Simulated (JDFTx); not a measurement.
Crystal: C.

```
C
1.0
     0.00000    1.78337    1.78337
     1.78337    0.00000    1.78337
     1.78337    1.78337    0.00000
C
2
Cartesian
  2.6751 2.6751 2.6751
  1.7834 1.7834 1.7834
```

This isn't the form of C at room conditions, which is graphite.

Base run:

| Property | Result |
| --- | --- |
| Program | JDFTx 1.7.0 (patched build) |
| Functional | LDA |
| Potentials or basis | SG15-PBE-1.2 with smoothed tails |
| Cutoff | 1361 eV |
| Density cutoff | 10885 eV |
| k mesh | 13 × 13 × 13 |
| Occupations | fermi-dirac, width 0.05 eV |
| Spin | no spin polarisation |

Its results: band gap on the k mesh 3.95 eV, indirect (least direct gap 5.53 eV); pressure -3.0 GPa.

Q: After a change of settings the same cell gave: band gap on the k mesh 4.00 eV, indirect (least direct gap 5.54 eV); pressure -2.9 GPa. Which change was it?
A. potentials or basis from SG15-PBE-1.2 with smoothed tails to PseudoDojo-SR-LDA-0.4.1-standard; cutoff from 1361 eV to 1116 eV; density cutoff from 10885 eV to 8925 eV
B. functional from LDA to PBEsol
C. functional from LDA to r2SCAN
D. functional from LDA to PBE; potentials or basis from SG15-PBE-1.2 with smoothed tails to PseudoDojo-SR-PBE-0.5-standard; cutoff from 1361 eV to 1116 eV; density cutoff from 10885 eV to 4463 eV

A: B.

Caveats: the potentials were made for another functional, which shifts forces and pressure; an odd mesh through Γ misses points on the zone boundary, where band edges often lie.

Not every run made on this cell is shown here.
